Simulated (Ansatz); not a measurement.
Electric field gradients in SiC

The cell is a COD entry, its atoms then relaxed with PBE in this cell.

Space group P6_3mc (No. 186); a = 3.0950, c = 15.1700 Å, γ = 120.00°.

```
site  Wyckoff  site symmetry       x       y       z
 Si1       2a            3m.  0.0000  0.0000  0.1250
 Si3       2b            3m.  0.3333  0.6667  0.2918
 Si5       2b            3m.  0.3333  0.6667  0.9583
  C7       2a            3m.  0.0000  0.0000  0.9997
  C9       2b            3m.  0.3333  0.6667  0.1668
 C11       2b            3m.  0.3333  0.6667  0.8333
```

One atom of each set is listed.

All values are calculated (Ansatz; DFT, PBE, plane waves and PAW (field gradients read without the response of the frozen cores, which leaves them typically 4 to 6 % off), scalar-relativistic, 420 eV cutoff, Γ-centred 10×10×2 k-points, Fermi–Dirac smearing 0.02 eV), not measured.

C_Q = eQV_zz/h, which is 24.18 MHz for Q = 1 b and V_zz = 10²¹ V/m²; η = (V_xx − V_yy)/V_zz.

```
site  atoms          first shell  V_zz (10²¹ V/m²)     η  C_Q (MHz)
 Si1      2        4 C at 1.90 Å            -0.093  0.00          –
 Si3      2   4 C at 1.89–1.90 Å              0.16  0.00          –
 Si5      2   4 C at 1.89–1.90 Å              0.20  0.00          –
  C7      2  4 Si at 1.89–1.90 Å              0.18  0.00          –
  C9      2       4 Si at 1.90 Å             0.036  0.00          –
 C11      2  4 Si at 1.89–1.90 Å            <0.005     –          –
```

An axis of threefold or higher order runs through Si1, Si3, Si5, C7 and C9, so V_zz lies along it and η is zero.

Si, C have no stable isotope with a ground-state quadrupole moment in the table, so no C_Q is given.

The relaxation (3 steps) took 15 s of wall time (15 s of CPU time) and 0.47 GiB at its peak, on 1 thread of AMD EPYC 9R14 (Zen 4) (x86_64; 16 cores open to the job, memory cap 3.0 GiB, no GPU), a shared host with a load of 0.2 a core.
